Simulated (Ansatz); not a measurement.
The cell is COD entry 9013008, as deposited and not checked against the literature; nothing was relaxed. The listed cell was then made from it by scaling, straining or moving an atom.

An input for Sb: DFT, PBE, PAW with Ansatz's default frozen-core files, scalar-relativistic (Ansatz 0.2.0).

Command: `ansatz run input.yaml --threads 1 --pin off --max-ram 3072MiB --backend cpu --events-out ev --progress --plain --runs-dir out` The run took 9.7 s on 1 thread of Arm Neoverse N1, on a shared host, peak memory 0.38 GiB.

```yaml
crystal:
  lattice:
    - [3.16, -0.0158, -0.0158]
    - [-0.0158, 3.16, -0.0158]
    - [-0.0158, -0.0158, 3.16]
  atoms:
    - { symbol: Sb, position: [0.0, 0.0, 0.0] }
kpoints:
  mp_grid: { grid: [13, 13, 13] }
scf:
  occupations: { method: fermi_dirac, width: 0.05 }
hamiltonian:
  xc: pbe
  pseudopotentials: { kind: paw }
output:
  forces: true
  stress: true
  eigenvalues: true
  efg: { contact_densities: true }
```

Set-up and iterations as logged by Ansatz (the results part is left out, to be predicted):

```
Engine: ansatz 0.2.0
Pseudopotentials: kind: paw
Pseudopotential: Sb, paw, valence charge 15, recommended cutoff 420 eV (normal)
Functional definition: PBE
  parameter kappa = 0.804
  parameter beta = 0.06672455060314922
  exchange = pbe_x(kappa = kappa, mu = beta*pi^2/3)
  correlation = pbe_c(beta = beta)
Crystal: 1 atoms, lattice volume = 31.552 Å³
Basis set: ecut = 420 eV, 619 PW (Γ), exchange–correlation on 48×48×48 points (8 copies of the dense FFT grid, shifted against one another)
Bands: 12, of which v1, the nominal top of the filled ones, is band 8 counted from 1 (7 counted from 0)
Symmetry: 12 space group operations
Space group: R-3m (ITA 166), of the structure as read, at distance tolerance 3.2e-5 Å
k-points: 231 of 2197
Non-local potential: Sb, projectors of the file, l = 0: 2, l = 1: 2, l = 2: 2, l = 3: 2
PAW form: soft (Blöchl's): semilocal exchange-correlation on the pseudo side does not see the compensation charge
PAW one-centre angular grid: Sb, 590 points (default); XC on 64 Gauss nodes
Initial density: superposition of atomic densities (neutral atoms: chi_scale 0, normalization atom), corrected by the library's trained network
Initial wavefunctions: pseudopotential atomic-orbital guess
Functional: x = pbe(κ = 0.804, μ = 0.2195149727645171), c = pbe(β = 0.06672455060314922)
SCF iter   1: F=—  HF=-6484.442356 eV  |F-HF|=—  |Δ(HF+E_count)|=         —  Δρ=5.14e-4  dr2=3.70e-5  ethr=1.77e-3  ⟨swp⟩=5.8  Hψ=16434  notcnv=0
SCF iter   2: F=—  HF=-6484.441501 eV  |F-HF|=—  |Δ(HF+E_count)|=   8.56e-4  Δρ=2.64e-4  dr2=1.72e-5  ethr=2.47e-7  ⟨swp⟩=3.0  Hψ=6898  notcnv=0  defer=2
SCF iter   3: F=—  HF=-6484.441529 eV  |F-HF|=—  |Δ(HF+E_count)|=   2.84e-5  Δρ=1.24e-4  dr2=2.83e-6  ethr=1.15e-7  ⟨swp⟩=2.0  Hψ=4455  notcnv=0  defer=2
SCF iter   4: F=—  HF=-6484.441532 eV  |F-HF|=—  |Δ(HF+E_count)|=   2.72e-6  Δρ=5.09e-5  dr2=5.85e-7  ethr=1.89e-8  ⟨swp⟩=2.0  Hψ=3261  notcnv=0  defer=2
iter 5 did not close the SCF: its close was put off for the readings that it lacked (scf_convergence_deferred on its scf_iter line)
SCF iter   5: F=-6484.441531 eV  HF=-6484.441531 eV  |F-HF|=3.14e-9  |Δ(HF+E_count)|=   3.44e-7  Δρ=4.80e-6  dr2=3.62e-9  ethr=3.90e-9  ⟨swp⟩=2.0  Hψ=4444  notcnv=0  defer=2
SCF iter   6: F=-6484.441531 eV  HF=-6484.441531 eV  |F-HF|=4.55e-11  |Δ(HF+E_count)|=  5.17e-10  Δρ=5.32e-7  dr2=6.19e-11  ethr=2.41e-11  ⟨swp⟩=3.5  Hψ=11331  notcnv=0
```

Question: What pressure will this run report?

Answer: -2.51 GPa (positive in compression).
